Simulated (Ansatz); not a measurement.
## Ideal shear of a crystal plane in Be

Level of theory: DFT PBE, scalar-relativistic, plane waves, PAW (Ansatz). The runs took a 420 eV cutoff, a Γ-centred 28×28×6 mesh and Gaussian smearing (0.15 eV). No spin polarisation. Energies are free energies at this smearing, counted from the undisturbed cell; pressure is positive in compression.

The starting cell (relaxed at this level; this bcc form isn't the usual structure):

```xyz
6
Lattice="-1.2502 1.2502 -1.2502 -1.2502 -1.2502 1.2502 0.0000 7.5013 7.5013" Properties=species:S:1:pos:R:3 pbc="T T T"
Be    0.0000    6.8761    6.8761
Be   -1.2502    0.6250    0.6250
Be    0.0000    1.8752    1.8752
Be   -1.2502    3.1254    3.1254
Be    0.0000    4.3756    4.3756
Be   -1.2502    5.6258    5.6258
```

The cut lies on the cell's a–b face, a (0 1 1) plane (indices in the standard cell, whose axes needn't be the Cartesian ones shown) of area 4.42 Å², between layers 1.77 Å apart. Vector c is tilted by f times 1·a + 1·b (length 2.500 Å) with the atoms' Cartesian places fixed: one unrelaxed fault a cell. The traction is dγ/du, the slope of γ against the slip u in Å. Some rows repeat others by symmetry and weren't run.

| f | γ (mJ/m²) | traction (GPa) |
| --- | --- | --- |
| 0.0000 | 0 | 0.0 |
| 0.1000 | 351 | 27.4 |
| 0.2000 | 1277 | 43.6 |
| 0.3000 | 2391 | 42.8 |
| 0.4000 | 3281 | 26.3 |
| 0.5000 | 3624 | 0.0 |
| 0.6000 | 3281 | -26.3 |
| 0.7000 | 2391 | -42.8 |
| 0.8000 | 1277 | -43.6 |
| 0.9000 | 351 | -27.4 |

**Question.** Read off the first barrier and the stress needed to climb it, and compare with Frenkel's sinusoid.

**Answer.** The first sampled maximum lies at f = 0.500, a slip of 1.25 Å, with γ ≈ 3624 mJ/m², which stands in for the unstable fault energy γ_us, and the steepest sampled slope before it is 43.6 GPa. A sinusoid γ = γ_us sin²(πu/λ) with its maximum there has λ = 2.50 Å and a largest slope πγ_us/λ = 45.5 GPa (1 mJ/m² per Å = 0.01 GPa).

**Question.** Is there a metastable fault on this line?

**Answer.** Apart from points where γ returns to about zero, no local minimum shows among the samples, so at this sampling the line offers no fault for a dislocation to split on; a fault can still lie off the line.

The cut is rigid; relaxing the faces lowers these energies and usually the stresses.

In a metal these slopes depend on the k mesh and the smearing.

Cost: 6 runs of about 4.2 core-minutes in all, on Arm Neoverse V1 (shared hosts).